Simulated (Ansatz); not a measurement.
Cu3Au (Auricupride):

```
Au Cu
1.0
     3.74000    0.00000    0.00000
     0.00000    3.74000    0.00000
     0.00000    0.00000    3.74000
Au Cu
1 3
Direct
  0.00000 0.00000 0.00000
  0.50000 0.50000 0.00000
  0.50000 0.00000 0.50000
  0.00000 0.50000 0.50000
```

| Item | Value |
| --- | --- |
| Program | Ansatz 0.2.0 |
| Task | relaxation of cell and atoms |
| Functional | BLYP |
| Dispersion | D3(BJ) |
| Potentials or basis | Ansatz PAW |
| Cutoff | 420 eV (not typed: the program's choice for these potentials) |
| k mesh | 7 × 7 × 7 |
| Occupations | fermi-dirac, width 0.05 eV |
| Spin | no spin polarisation |

At the start: volume 13.08 Å³/atom.

Question: Where does the relaxation end?

Answer: It ends after 4 steps and the volume is 12.80 Å³/atom (-2.1 %); space group Pm-3m (No. 221, to 0.05 Å).

The path:
```
step  energy change (eV)  largest force (eV/Å)  volume (Å³)
   1              0.0000                0.0000        52.31
   2             -0.0123                0.0000        51.34
   3             -0.0125                0.0000        51.19
   4             -0.0120                0.0000        51.19
```

Final structure:
```cif
data_structure
_symmetry_space_group_name_H-M 'P 1'
_symmetry_Int_Tables_number 1
_cell_length_a 3.7131
_cell_length_b 3.7131
_cell_length_c 3.7131
_cell_angle_alpha 90.000
_cell_angle_beta 90.000
_cell_angle_gamma 90.000
_cell_volume 51.19
loop_
_atom_site_label
_atom_site_type_symbol
_atom_site_fract_x
_atom_site_fract_y
_atom_site_fract_z
_atom_site_occupancy
Au1 Au 0.00000 0.00000 0.00000 1
Cu1 Cu 0.50000 0.50000 0.00000 1
Cu2 Cu 0.50000 0.00000 0.50000 1
Cu3 Cu 0.00000 0.50000 0.50000 1
```

Caveat: the plane-wave basis is chosen anew once the cell has moved, so the energies of steps on either side of that aren't comparable; pairwise dispersion overbinds metals, which lowers pressure and volume; the PAW data sets come from PBE, with cores solved anew for the run's functional, which leaves a small shift of forces and pressure.
